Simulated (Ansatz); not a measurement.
**As: single point with PBE**

The system is As.

```
As
1.0
     1.82500   -5.50000    0.00000
     1.82500    5.50000    0.00000
     0.00000    0.00000    4.47000
As
4
Direct
  0.37537 0.60335 0.55866
  0.88654 0.10528 0.93966
  0.61829 0.39250 0.43957
  0.11427 0.89248 0.05694
```

This isn't the form of As at room conditions, which is rhombohedral.

The cell isn't the ideal one: atoms moved at random, drawn with an rms of 0.05 Å.

```yaml
Program: Ansatz 0.2.0
Task: single point
Functional: PBE
Potentials_or_basis: Ansatz PAW
Cutoff: "420 eV (not typed: the program's choice for these potentials)"
k_mesh: 8 × 8 × 6
Occupations: fermi-dirac, width 0.05 eV
Spin: no spin polarisation
```

```yaml
Pressure: 2.1 GPa
Largest_force: 0.399 eV/Å
Band_gap_on_the_k_mesh: none (metal or under the smearing width)
```

Forces in eV/Å, atoms in the order of the input:
```
As   0.195 -0.340  0.074
As  -0.102  0.136 -0.044
As  -0.090  0.343 -0.143
As  -0.003 -0.139  0.113
```

Stress tensor (GPa, compression positive):
```
 3.48  0.46 -0.48
 0.46  1.17  0.11
-0.48  0.11  1.53
```

Levels at points of the mesh, in eV from the Fermi level:
| k point | band 28 | band 29 | band 30 | band 31 | band 32 | band 33 |
| --- | --- | --- | --- | --- | --- | --- |
| (0.00, 0.00, 0.00) | -2.22 | -1.84 | -1.02 | 1.95 | 2.19 | 2.63 |
| (0.00, 0.00, -0.50) | -1.80 | -0.50 | -0.40 | 1.04 | 1.06 | 2.02 |
| (0.00, -0.50, 0.00) | -2.44 | -2.36 | -2.18 | 0.79 | 0.84 | 1.09 |
| (0.00, -0.50, -0.50) | -4.53 | -1.84 | -1.73 | 1.97 | 2.07 | 4.67 |
| (-0.50, 0.00, 0.00) | -2.44 | -2.30 | -2.18 | 0.83 | 0.87 | 1.01 |
| (-0.50, 0.00, -0.50) | -4.51 | -1.81 | -1.71 | 1.73 | 2.02 | 4.70 |
| (-0.50, -0.50, 0.00) | -1.66 | -1.19 | -0.43 | 0.18 | 2.13 | 2.50 |
| (-0.50, -0.50, -0.50) | -1.77 | -0.97 | -0.92 | 1.33 | 1.57 | 1.71 |

Run time: 29 s on 2 threads of Intel(R) Xeon(R) Processor @ 2.70GHz, with other jobs on the host, peak memory 0.7 GiB.
